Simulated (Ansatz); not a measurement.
# Structures of KF: which is lowest?

Plane-wave DFT in Ansatz with scalar-relativistic PAW potentials, cutoff 420 eV, Γ-centred meshes chosen by cell and gap, Gaussian smearing with energies taken to zero width. Every cell was relaxed (cell and atoms) in a run of its own, within the symmetry of its start. Functional: PBE.

Relaxed structures (starts from databases or built by putting these elements on another compound's sites):
A. Fm-3m, 2 atoms in the computed cell, a = 5.421 Å; sites (symmetry × multiplicity) K m-3m × 4, F m-3m × 4; start: database
B. Cmcm, 4 atoms in the computed cell, a = 3.560 Å, b = 11.103 Å, c = 3.980 Å; sites (symmetry × multiplicity) K m2m × 4, F m2m × 4; start: built
C. Pm-3m, 2 atoms in the computed cell, a = 3.259 Å; sites (symmetry × multiplicity) K m-3m × 1, F m-3m × 1; start: database

Task: Rank them by energy. Could pressure change the order?

Result:
```csv
structure,group,E − E(lowest) (meV/atom),V (Å³/atom),gap on mesh (eV)
A,Fm-3m,0.0,19.91,5.96
B,Cmcm,69,19.66,5.77
C,Pm-3m,103,17.31,6.27
```

A is lowest, 69 meV/atom under B. C is denser by 2.60 Å³/atom, so pressure favours it: ΔE/ΔV, with ΔE in eV and 1 eV/Å³ = 160.2 GPa, gives about 6 GPa for equal enthalpy if both cells were rigid, a rough figure since the two compress differently. Other structures may lie lower than all of these, and vibrations aren't counted.